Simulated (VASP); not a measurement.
# Cu (P6_3/mmc) in VASP: notebook

The runs below take Cu through equation of state, with PBEsol.

Everything below comes from runs of VASP 6.6.1. Logs are shortened: lines on timing, memory, paths and dates and some standing lists are left out, and cuts for length are marked.

### Step 1. The crystal as given

It takes space group P6_3/mmc (No. 194, hexagonal). Conventional cell: a = 2.531 Å, b = 2.531 Å, c = 4.106 Å, α = 90.00°, β = 90.00°, γ = 120.00°. Cu (site symmetry -6m2) is surrounded by 12 Cu at 2.52 to 2.53 Å.

This isn't the form of Cu at room conditions, which is fcc.

### Step 2. Equation of state, PBEsol, 10.94 Å³/atom (a relaxed cell with its volume scaled by 0.96)

Contents of INCAR:

```
  PREC = Accurate
  ENCUT = 520
  EDIFF = 1E-7
  ISMEAR = -1
  SIGMA = 0.05
  LREAL = False
  LASPH = True
  NELM = 100
  ALGO = Fast
  ISIF = 2
  LWAVE = False
  LCHARG = False
  GGA = PS
```

Contents of KPOINTS:

```
regular mesh
0
Gamma
  10 10 6
```

Contents of POSCAR:

```
Cu                                      
1.0
    2.4970843236      0.0000000000      0.0000000000
   -1.2485421618      2.1625384596      0.0000000000
    0.0000000000     -0.0000000000      4.0507532954
  Cu            
     2
Direct
     0.6666666667000030    0.3333333332999970    0.7500000000000000
     0.3333333332999970    0.6666666667000030    0.2500000000000000
```

Potentials or basis: VASP PAW PBE potentials, release 64 (Cu).

The run is started by

```bash
cat potpaw_PBE.64/Cu/POTCAR > POTCAR
mpirun -np 1 vasp_std > vasp.out
```

OUTCAR:

```text
PREC = Accurate
   ENCUT = 520
   EDIFF = 1E-7
   ISMEAR = -1
   LREAL = False
   LASPH = True
   NELM = 100
   ISIF = 2
   GGA = PS

 ion  position               nearest neighbor table
   1  0.667  0.333  0.750-   2 2.49   2 2.49   2 2.49   2 2.49   2 2.49   2 2.49
   2  0.333  0.667  0.250-   1 2.49   1 2.49   1 2.49   1 2.49   1 2.49   1 2.49

  LATTYP: Found a hexagonal cell.
 ALAT       =     2.4970843236
 C/A-ratio  =     1.6221932344

  Lattice vectors:

 A1 = (   2.4970843236,   0.0000000000,   0.0000000000)
 A2 = (  -1.2485421618,   2.1625384596,   0.0000000000)
 A3 = (   0.0000000000,   0.0000000000,   4.0507532954)

Analysis of symmetry for initial positions (statically):
=====================================================================
 Subroutine PRICEL returns:
 Original cell was already a primitive cell.

 Routine SETGRP: Setting up the symmetry group for a
 hexagonal supercell.

 Subroutine GETGRP returns: Found 24 space group operations
 (whereof 12 operations were pure point group operations)
 out of a pool of 24 trial point group operations.

The static configuration has the point symmetry D_3d.
 The point group associated with its full space group is D_6h.

Analysis of symmetry for dynamics (positions and initial velocities):
=====================================================================
 Subroutine PRICEL returns:
 Original cell was already a primitive cell.

 Routine SETGRP: Setting up the symmetry group for a
 hexagonal supercell.

 Subroutine GETGRP returns: Found 24 space group operations
 (whereof 12 operations were pure point group operations)
 out of a pool of 24 trial point group operations.

The dynamic configuration has the point symmetry D_3d.
 The point group associated with its full space group is D_6h.

 Subroutine INISYM returns: Found 24 space group operations
 (whereof 12 operations are pure point group operations),
 and found     1 'primitive' translations

----------------------------------------------------------------------------------------

                                     Primitive cell

  volume of cell :      21.8742

  direct lattice vectors                    reciprocal lattice vectors
     2.497084324  0.000000000  0.000000000     0.400467053  0.231209761  0.000000000
    -1.248542162  2.162538460  0.000000000     0.000000000  0.462419522  0.000000000
     0.000000000  0.000000000  4.050753295     0.000000000  0.000000000  0.246867663

  length of vectors
     2.497084324  2.497084324  4.050753295     0.462419522  0.462419522  0.246867663

  position of ions in fractional coordinates (direct lattice)
     0.666666667  0.333333333  0.750000000
     0.333333333  0.666666667  0.250000000

  ion indices of the primitive-cell ions
   primitive index   ion index
                 1           1
                 2           2

----------------------------------------------------------------------------------------

 KPOINTS: regular mesh

Automatic generation of k-mesh.
 Grid dimensions read from file:
 generate k-points for:   10   10    6

 Generating k-lattice:

  Cartesian coordinates                     Fractional coordinates (reciprocal lattice)
     0.040046705  0.023120976  0.000000000     0.100000000 -0.000000000  0.000000000
     0.000000000  0.046241952  0.000000000     0.000000000  0.100000000  0.000000000
     0.000000000  0.000000000  0.041144611     0.000000000  0.000000000  0.166666667

  Length of vectors
     0.046241952  0.046241952  0.041144611

  Shift w.r.t. Gamma in fractional coordinates (k-lattice)
     0.000000000  0.000000000  0.000000000

 Subroutine IBZKPT returns following result:
 ===========================================

 Found     56 irreducible k-points:

 Following reciprocal coordinates:
            Coordinates               Weight
  0.000000  0.000000  0.000000      1.000000
  0.100000 -0.000000  0.000000      6.000000
  0.200000 -0.000000  0.000000      6.000000
  0.300000 -0.000000  0.000000      6.000000
  0.400000 -0.000000  0.000000      6.000000
  0.500000  0.000000  0.000000      3.000000
[... 16 lines left out ...]
  0.300000  0.100000  0.166667     24.000000
  0.400000  0.100000  0.166667     24.000000
 [... further k-points ...]
   k-points           NKPTS =     56   k-points in BZ     NKDIM =     56   number of bands    NBANDS=     15
   number of dos      NEDOS =    301   number of ions     NIONS =      2
   total plane-waves  NPLWV =  12000
   dimension x,y,z NGX =    20 NGY =   20 NGZ =   30
   dimension x,y,z NGXF=    40 NGYF=   40 NGZF=   60
   ions per type =               2
   NGX,Y,Z   is equivalent  to a cutoff of  13.32, 13.32, 12.31 a.u.
   NGXF,Y,Z  is equivalent  to a cutoff of  26.63, 26.63, 24.62 a.u.
 SYSTEM =  unknown system
   PREC   = accura    normal or accurate (medium, high low for compatibility)
   ISTART =      0    job   : 0-new  1-cont  2-samecut
   ICHARG =      2    charge: 1-file 2-atom 10-const
   ISPIN  =      1    spin polarized calculation?
   LNONCOLLINEAR =      F non collinear calculations
   LSORBIT =      F    spin-orbit coupling
   LASPH  =      T    aspherical Exc in radial PAW
   ENCUT  =  520.0 eV  38.22 Ry    6.18 a.u.   4.64  4.64  7.53*2*pi/ulx,y,z
   NELM   =    100;   NELMIN=  2; NELMDL= -5     # of ELM steps
   EDIFF  = 0.1E-06   stopping-criterion for ELM
   LREAL  =      F    real-space projection
   EDIFFG = 0.1E-05   stopping-criterion for IOM
   NSW    =      0    number of steps for IOM
   IBRION =     -1    ionic relax: 0-MD 1-quasi-New 2-CG
   NFREE  =      0    steps in history (QN), initial steepest desc. (CG)
   ISIF   =      2    stress and relaxation
   ISYM   =      2    0-nonsym 1-usesym 2-fastsym
   POTIM  = 0.5000    time-step for ionic-motion
   TEBEG  =    0.0;   TEEND  =   0.0 temperature during run
   PSTRESS=    0.0 pullay stress
   NELECT =      22.0000    total number of electrons
   NUPDOWN=      -1.0000    fix difference up-down
   EMIN   =  10.00;   EMAX   =-10.00  energy-range for DOS
   EFERMI =   0.00;   METHOD = LEGACY
   ISMEAR =    -1;   SIGMA  =   0.05  broadening in eV -4-tet -1-fermi 0-gaus
   EFERMI_NEDOS =   21; number of points for ismear=-14 and -15
   IALGO  =     68    algorithm
   IMIX   =      4    mixing-type and parameters
     AMIX     =   0.40;   BMIX     =  1.00
     AMIX_MAG =   1.60;   BMIX_MAG =  1.00
  volume/ion in A,a.u.               =      10.94        73.81
  Fermi-wavevector in a.u.,A,eV,Ry     =   1.640230  3.099585 36.604499  2.690355
  Thomas-Fermi vector in A             =   2.730903
   LORBIT       =      0    0 simple, 1 ext, 2 COOP (PROOUT), +10 PAW based schemes
   GGA     = PS    functional components
   LHFCALC =     F    Hartree Fock is set to
   AEXX    =    0.0000 exact exchange contribution
   IVDW    =     0    specifies the selected vdW correction
   LEPSILON=     F    determine dielectric tensor
   LRPA    =     F    only Hartree local field effects (RPA)
 non-spin polarized calculation
 RMM-DIIS sequential band-by-band and
  energy-cutoff  :      520.00
  volume of cell :       21.87
 maximum number of plane-waves:       609
 NGX is ok and might be reduce to    20
   NGX =  9   NGY =  9   NGZ = 15

 number of electron      21.9999992 magnetization

 Free energy of the ion-electron system (eV)
  ---------------------------------------------------
  ext. energy  EPLUGINS =         0.00000000
  ---------------------------------------------------
  free energy    TOTEN  =        -8.56418232 eV

  energy without entropy =       -8.55639448  energy(sigma->0) =       -8.56028840

 E-fermi :   8.2885     XC(G=0): -13.3623

 val. band max:        8.2225805900   @ k =   0.5000   0.0000   0.1667
 cond. band min:       8.2986396148   @ k =   0.4000   0.1000   0.3333
 fundamental gap:      0.0760590249
 Fermi energy:         8.2884822243

 k-point     1 :       0.0000    0.0000    0.0000
  band No.  band energies     occupation
      1      -1.6037      2.00000
      2       2.8535      2.00000
      3       5.1338      2.00000
      4       5.1797      2.00000
      5       5.1797      2.00000
      6       5.4218      2.00000
      7       5.4218      2.00000
      8       5.7145      2.00000
      9       5.7145      2.00000
     10       6.5758      2.00000
     11       6.5758      2.00000
     12       7.1825      2.00000
     13      12.6230      0.00000
     14      30.2564      0.00000
     15      31.1195      0.00000

 k-point     2 :       0.1000   -0.0000    0.0000
  band No.  band energies     occupation
      1      -1.2647      2.00000
      2       3.0470      2.00000
      3       4.9416      2.00000
      4       5.3094      2.00000
      5       5.3161      2.00000
      6       5.3841      2.00000
      7       5.4845      2.00000
      8       5.5361      2.00000
      9       5.6369      2.00000
     10       5.8226      2.00000
     11       6.6067      2.00000
     12       8.4277      0.11645
     13      12.7078      0.00000
     14      26.4297      0.00000
     15      28.6479      0.00000

 k-point     3 :       0.2000   -0.0000    0.0000
  band No.  band energies     occupation
      1      -0.2854      2.00000
      2       3.4853      2.00000
      3       4.6855      2.00000
      4       4.6912      2.00000
      5       5.1890      2.00000
      6       5.4570      2.00000
      7       5.5900      2.00000
      8       5.6549      2.00000
      9       5.6638      2.00000
     10       5.8454      2.00000
     11       6.6651      2.00000
     12      10.2519      0.00000
     13      13.0119      0.00000
     14      21.5104      0.00000
     15      25.9722      0.00000
[... 343 lines left out ...]
 k-point    23 :       0.3000    0.1000    0.1667
  band No.  band energies     occupation
      1       2.2697      2.00000
      2       3.7313      2.00000
      3       3.9070      2.00000
      4       4.4964      2.00000
      5       5.0735      2.00000
      6       5.3391      2.00000
      7       5.4533      2.00000
      8       6.1688      2.00000
      9       6.5144      2.00000
     10       6.5218      2.00000
     11       6.9516      2.00000
     12      11.2860      0.00000
     13      15.4414      0.00000
     14      17.3904      0.00000
     15      20.8248      0.00000

 k-point    24 :       0.4000    0.1000    0.1667
  band No.  band energies     occupation
      1       3.0622      2.00000
      2       3.5608      2.00000
      3       3.9504      2.00000
      4       4.3960      2.00000
      5       5.0487      2.00000
      6       5.5129      2.00000
      7       5.6715      2.00000
      8       6.5142      2.00000
      9       6.6112      2.00000
     10       6.7194      2.00000
     11       8.1272      1.92356
     12      10.9397      0.00000
     13      14.6103      0.00000
     14      17.0060      0.00000
     15      19.9876      0.00000

 [... further k-points ...]

------------------------ aborting loop because EDIFF is reached ----------------------------------------

  FORCE on cell =-STRESS in cart. coord.  units (eV):
  Direction    XX          YY          ZZ          XY          YZ          ZX
  --------------------------------------------------------------------------------------
  -------------------------------------------------------------------------------------
  Total        0.9754382      0.9754382      0.9695806      0.0000000      0.0000000      0.0000000
  in kB       71.4459295     71.4459295     71.0168935      0.0000000      0.0000000      0.0000000
  external PRESSURE =      71.3029175 kB  Pullay stress =       0.0000000 kB

 VOLUME and BASIS-vectors are now :
 -----------------------------------------------------------------------------
  energy-cutoff  :      520.00
  volume of cell :       21.87
      direct lattice vectors                 reciprocal lattice vectors
     2.497084324  0.000000000  0.000000000     0.400467053  0.231209761  0.000000000
    -1.248542162  2.162538460  0.000000000     0.000000000  0.462419522  0.000000000
     0.000000000  0.000000000  4.050753295     0.000000000  0.000000000  0.246867663

 POSITION                                       TOTAL-FORCE (eV/Angst)
 -----------------------------------------------------------------------------------
      1.24854      0.72085      3.03806        -0.000000      0.000000      0.000000
     -0.00000      1.44169      1.01269         0.000000     -0.000000      0.000000
 -----------------------------------------------------------------------------------
    total drift:                               -0.000000      0.000000     -0.000000

  FREE ENERGIE OF THE ION-ELECTRON SYSTEM (eV)
  ---------------------------------------------------
  free  energy   TOTEN  =        -8.5641823188 eV

  energy  without entropy=       -8.5563944798  energy(sigma->0) =       -8.56028840
```

Wall time 19 s (1 thread of Intel Xeon Platinum 8259CL at 2.50GHz (Skylake/Cascade Lake), shared host); peak memory 0.13 GiB.

Results:

```yaml
Free_energy: -8.5642 eV
Pressure: 7.1 GPa
Band_gap_on_the_k_mesh: none (metal or under the smearing width)
```

Caveat: the PAW data sets were made with another functional, which shifts forces and pressure a little.

### Step 3. Equation of state, PBEsol, 11.16 Å³/atom (a relaxed cell with its volume scaled by 0.98)

INCAR is that of step 2.

KPOINTS is that of step 2.

Contents of POSCAR:

```
Cu                                      
1.0
    2.5143061390      0.0000000000      0.0000000000
   -1.2571530695      2.1774529893      0.0000000000
    0.0000000000     -0.0000000000      4.0786904079
  Cu            
     2
Direct
     0.6666666667000030    0.3333333332999970    0.7500000000000000
     0.3333333332999970    0.6666666667000030    0.2500000000000000
```

Potentials or basis: VASP PAW PBE potentials, release 64 (Cu).

The run is started by

```bash
cat potpaw_PBE.64/Cu/POTCAR > POTCAR
mpirun -np 1 vasp_std > vasp.out
```

Wall time 20 s (1 thread of Intel Xeon Platinum 8259CL at 2.50GHz (Skylake/Cascade Lake), shared host); peak memory 0.14 GiB.

The run converged. Its results:

```
Free energy            : -8.5796 eV
Pressure               : 3.8 GPa
Band gap on the k mesh : none (metal or under the smearing width)
```

Caveat: the PAW data sets were made with another functional, which shifts forces and pressure a little.

### Step 4. Equation of state, PBEsol, 11.39 Å³/atom

INCAR is that of step 3.

KPOINTS is that of step 3.

Contents of POSCAR:

```
Cu                                      
1.0
    2.5312952094      0.0000000000      0.0000000000
   -1.2656476047      2.1921659558      0.0000000000
    0.0000000000     -0.0000000000      4.1062499629
  Cu            
     2
Direct
     0.6666666667000030    0.3333333332999970    0.7500000000000000
     0.3333333332999970    0.6666666667000030    0.2500000000000000
```

The run is started by

```bash
cat potpaw_PBE.64/Cu/POTCAR > POTCAR
mpirun -np 1 vasp_std > vasp.out
```

Wall time 20 s (1 thread of Intel Xeon Platinum 8259CL at 2.50GHz (Skylake/Cascade Lake), shared host); peak memory 0.14 GiB.

The run converged. Its results:

```yaml
Free_energy: -8.5845 eV
Pressure: 0.1 GPa
Band_gap_on_the_k_mesh: none (metal or under the smearing width)
```

Caveat: the PAW data sets were made with another functional, which shifts forces and pressure a little.

### Step 5. Equation of state, PBEsol, 11.62 Å³/atom (a relaxed cell with its volume scaled by 1.02)

INCAR is that of step 4.

KPOINTS is that of step 4.

Contents of POSCAR:

```
Cu                                      
1.0
    2.5480592423      0.0000000000      0.0000000000
   -1.2740296212      2.2066840342      0.0000000000
    0.0000000000     -0.0000000000      4.1334444637
  Cu            
     2
Direct
     0.6666666667000030    0.3333333332999970    0.7500000000000000
     0.3333333332999970    0.6666666667000030    0.2500000000000000
```

The run is started by

```bash
cat potpaw_PBE.64/Cu/POTCAR > POTCAR
mpirun -np 1 vasp_std > vasp.out
```

Run time: 20 s. Hardware: 1 thread of Intel Xeon Platinum 8259CL at 2.50GHz (Skylake/Cascade Lake), shared host; peak memory 0.14 GiB.

It converged, with:

- Free energy: -8.5802 eV
- Pressure: -3.1 GPa
- Band gap on the k mesh: none (metal or under the smearing width)

Caveat: the PAW data sets were made with another functional, which shifts forces and pressure a little.

### Step 6. Equation of state, PBEsol, 11.85 Å³/atom (a relaxed cell with its volume scaled by 1.04)

INCAR is that of step 5.

KPOINTS is that of step 5.

Contents of POSCAR:

```
Cu                                      
1.0
    2.5646055452      0.0000000000      0.0000000000
   -1.2823027726      2.2210135528      0.0000000000
    0.0000000000     -0.0000000000      4.1602857643
  Cu            
     2
Direct
     0.6666666667000030    0.3333333332999970    0.7500000000000000
     0.3333333332999970    0.6666666667000030    0.2500000000000000
```

Potentials or basis: VASP PAW PBE potentials, release 64 (Cu).

The run is started by

```bash
cat potpaw_PBE.64/Cu/POTCAR > POTCAR
mpirun -np 1 vasp_std > vasp.out
```

It took 20 s on 1 thread of Intel Xeon Platinum 8259CL at 2.50GHz (Skylake/Cascade Lake), shared host; peak memory 0.14 GiB.

It converged, with:

| Quantity | Value |
| --- | --- |
| Free energy | -8.5677 eV |
| Pressure | -5.9 GPa |
| Band gap on the k mesh | none (metal or under the smearing width) |

Caveat: the PAW data sets were made with another functional, which shifts forces and pressure a little.

### Step 7. Equation of state, PBEsol

This step only gathers the single runs of the series.

Results:

- Equilibrium volume: 11.40 Å³/atom
- Bulk modulus at fixed shape and positions: 162 GPa
- Pressure derivative of the bulk modulus: 5.0 (rough: it moves with the points fitted)

Energy against volume, from the lowest point:
```
volume (Å³/atom)  energy (meV/atom)
          10.937              10.17
          11.165               2.48
          11.393               0.00
          11.621               2.15
          11.849               8.39
```

Caveat: the cell was scaled at fixed shape and fractional positions, which overstates the stiffness of a crystal with free parameters, most of all of layers and chains; the PAW data sets were made with another functional, which shifts forces and pressure a little.
